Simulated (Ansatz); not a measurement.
RbCl under changes of volume

One of the cells (35.094 Å³/atom); the others are scaled copies at fixed shape and fractional positions:

```
Rb Cl
1.0
     0.00000    3.27400    3.27400
     3.27400    0.00000    3.27400
     3.27400    3.27400    0.00000
Rb Cl
1 1
Direct
  0.00000 0.00000 0.00000
  0.50000 0.50000 0.50000
```

```yaml
Program: Ansatz 0.2.0
Functional: revPBE-LDA
Potentials_or_basis: all-electron LAPW, scalar-relativistic
Cutoff: 120 eV (chosen from the basis error)
Basis_error_allowed: 0.002 eV/atom
k_mesh: 7 × 7 × 7
Occupations: fixed
Spin: no spin polarisation
```

```csv
volume (Å³/atom),energy over the lowest point (meV/atom),pressure (GPa),gap on the mesh (eV)
32.989,109.25,5.9,5.73
33.690,84.72,5.3,5.65
34.392,?,?,?
35.094,43.99,4.1,5.49
35.796,27.26,3.6,5.42
36.498,12.68,3.1,5.35
37.200,0.00,2.7,5.28
```

Problem. What does the run at 34.392 Å³/atom give?

Solution. Energy over the lowest point 63.06 meV/atom; pressure 4.6 GPa; gap on the mesh 5.57 eV.

Worked out: A Birch-Murnaghan fit of order 3 (a polynomial in V^(-2/3)) to the other rows has no minimum within the range. It gives 63.05 meV/atom at 34.392 Å³/atom, against the run's 63.06, and -dE/dV = 4.6 GPa, against 4.6. A straight line through the other rows of the gap, of slope -3.75 eV per unit of ln V (its deformation potential), gives 5.57 eV, against the run's 5.57.

Energies are extrapolated to zero smearing.

Caveats: an odd mesh through Γ misses points on the zone boundary, where band edges often lie. Spin-orbit coupling on Rb is left out.
